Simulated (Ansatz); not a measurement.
Al₃Cu: how the half-step-shifted k-point mesh moves the results

Method: DFT r2SCAN, scalar-relativistic, plane waves, PAW in Ansatz.

```yaml
crystal:
  lattice:
    - [2.77841, 0.00000, 0.00000]
    - [0.00000, 2.77841, 0.00000]
    - [0.00000, 0.00000, 7.51340]
  atoms:
    - { symbol: Al, position: [0.00000, 0.00000, 0.50000] }
    - { symbol: Al, position: [0.50000, 0.50000, 0.22612] }
    - { symbol: Al, position: [0.50000, 0.50000, 0.77388] }
    - { symbol: Cu, position: [0.00000, 0.00000, 0.00000] }
```

- plane-wave cutoff: 500 eV
- occupation rule: Gaussian smearing, 0.1 eV
- spin treatment: unpolarised

The atoms stay fixed while the half-step-shifted k-point mesh is varied. ΔE is the energy extrapolated to zero smearing, less that of the reference run (16×16×6 Γ-centred mesh, Gaussian smearing 0.1 eV). The cell isn't necessarily relaxed at this level. Pressure is positive in compression.

```json
{"shifted mesh": "10×10×4", "ΔE (meV/atom)": "-0.10", "P (GPa)": "0.50", "largest change of a force component (eV/Å)": "0.083", "irreducible points": "30"}
{"shifted mesh": "12×12×6", "ΔE (meV/atom)": "-7.90", "P (GPa)": "0.44", "largest change of a force component (eV/Å)": "0.019", "irreducible points": "63"}
{"shifted mesh": "14×14×6", "ΔE (meV/atom)": "-0.23", "P (GPa)": "0.53", "largest change of a force component (eV/Å)": "0.022", "irreducible points": "84"}
```

Cost: 3 runs of about 1 core-minutes in all, on AMD EPYC (Zen 3) (shared hosts).